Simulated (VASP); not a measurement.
# MoS2 under changes of volume

One of the cells (30.936 Å³/atom); the others are scaled copies at fixed shape and fractional positions:

```
CELL_PARAMETERS angstrom
3.14126 0.00000 0.00000
-1.57063 2.72041 0.00000
0.00000 0.00000 21.72090
ATOMIC_POSITIONS crystal
Mo 0.33333 0.66667 0.85118
Mo 0.66667 0.33333 0.14882
S 0.66667 0.33333 0.77946
S 0.33333 0.66667 0.07705
S 0.66667 0.33333 0.92295
S 0.33333 0.66667 0.22054
```

| Quantity | Value |
| --- | --- |
| Program | VASP 6.6.1 |
| Functional | PBEsol |
| Potentials or basis | VASP PAW PBE potentials, release 64 (Mo_sv, S) |
| Cutoff | 520 eV |
| k mesh | 8 × 8 × 2 |
| Occupations | gaussian, width 0.02 eV |
| Spin | no spin polarisation |

```csv
volume (Å³/atom),energy over the lowest point (meV/atom),gap on the mesh (eV),largest force (eV/Å)
29.699,14.66,1.64,0.757
30.317,3.53,1.62,0.375
30.936,0.00,1.60,0.021
31.555,3.29,1.59,0.324
32.174,?,?,?
```

What does the run at 32.174 Å³/atom give?

Energy over the lowest point 12.69 meV/atom; gap on the mesh 1.57 eV; largest force 0.630 eV/Å.

Worked out: A Birch-Murnaghan fit of order 2 (a polynomial in V^(-2/3)) to the other rows has its minimum at 30.94 Å³/atom with B0 = V·E''(V) = 89 GPa at fixed shape and positions, which overstates the stiffness. It gives 12.81 meV/atom at 32.174 Å³/atom, against the run's 12.69. A straight line through the other rows of the gap, of slope -0.842 eV per unit of ln V, extrapolates to 1.57 eV, against the run's 1.57.

Energies are extrapolated to zero smearing.

Caveats: the PAW data sets were made with another functional, which shifts forces and pressure a little.

A mesh can miss the band edges. Spin-orbit coupling on Mo is left out.
